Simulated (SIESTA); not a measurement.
Write the native input for SIESTA 5.4.2 that does the following.

- Task: relaxation of cell and atoms
- Functional: PBE
- Potentials or basis: PseudoDojo 0.4 standard (PBE files)
- Basis: DZP (energy shift 0.002 Ry)
- Grid cutoff: 1200 Ry
- Energy shift: 0.002 Ry
- k mesh: 5 × 5 × 5
- Occupations: fermi-dirac, width 0.05 eV
- Spin: no spin polarisation
- optimiser: Broyden
- force tolerance: 0.01 eV/Å
- stress tolerance (GPa): 0.05

CdTe:

```
Te Cd
1.0
     0.00000    3.20500    3.20500
     3.20500    0.00000    3.20500
     3.20500    3.20500    0.00000
Te Cd
1 1
Direct
  0.75000 0.75000 0.75000
  0.00000 0.00000 0.00000
```

These files were run (other wordings do the same):

CdTe.fdf

```
SystemName                      CdTe
SystemLabel                     CdTe
NumberOfSpecies                 2
NumberOfAtoms                   2
%block ChemicalSpeciesLabel
  1  52 Te
  2  48 Cd
%endblock ChemicalSpeciesLabel

LatticeConstant                 1.0 Ang
%block LatticeVectors
     0.0000000000     3.2050000000     3.2050000000
     3.2050000000     0.0000000000     3.2050000000
     3.2050000000     3.2050000000     0.0000000000
%endblock LatticeVectors
AtomicCoordinatesFormat         Fractional
%block AtomicCoordinatesAndAtomicSpecies
     0.7500000000     0.7500000000     0.7500000000  1  Te
     0.0000000000     0.0000000000     0.0000000000  2  Cd
%endblock AtomicCoordinatesAndAtomicSpecies

%block kgrid.MonkhorstPack
    5   0   0  0.0
    0   5   0  0.0
    0   0   5  0.0
%endblock kgrid.MonkhorstPack
XC.Functional                   GGA
XC.Authors                      PBE
PAO.BasisSize                   DZP
PAO.EnergyShift                 0.002 Ry
Mesh.Cutoff                     1200 Ry
OccupationFunction              FD
ElectronicTemperature           0.05 eV
MaxSCFIterations                120
SCF.MustConverge                false
SCF.Mixer.Method                Pulay
SCF.Mixer.Weight                0.25
SCF.Mixer.History               8
SCF.DM.Tolerance                5.0e-05
SCF.H.Tolerance                 1.0e-03 eV
WriteForces                     true
Charge.Mulliken                 end
MD.TypeOfRun                    Broyden
MD.Steps                        40
MD.MaxForceTol                  0.01 eV/Ang
MD.MaxDispl                     0.1 Ang
WriteCoorStep                   true
AtomCoorFormatOut               Fractional
MD.VariableCell                 true
MD.MaxStressTol                 0.05 GPa
```

Potentials or basis: PseudoDojo 0.4 standard (PBE files), DZP (energy shift 0.002 Ry).

Command:

```console
$ siesta CdTe.fdf > CdTe.out 2>&1
```

Results of the run:

```json
{
 "Relaxed volume": "36.35 Å³/atom",
 "Relaxed cell": "a = 4.685 Å, b = 4.685 Å, c = 4.685 Å, α = 60.00°, β = 60.00°, γ = 60.00°",
 "Space group after relaxing (to 0.05 Å)": "F-43m (No. 216)",
 "Energy gained by relaxing": "45.2 meV/atom",
 "Ionic steps": "4",
 "Pressure after relaxing": "0.0 GPa",
 "Band gap on the k mesh": "0.81 eV, direct"
}
```

Caveat: semicore shells carry a single zeta, which can move pressures by several GPa and volumes by a few percent; spin-orbit coupling is left out, which moves the levels of the heavy elements; the volume moved by +10 % from the deposited cell, more than functionals usually miss; the basis of atomic orbitals isn't converged, which shifts pressures, moduli and gaps.

Run time: 100 s on 1 thread of Arm Neoverse V2, with other jobs on the host, peak memory 0.46 GiB.
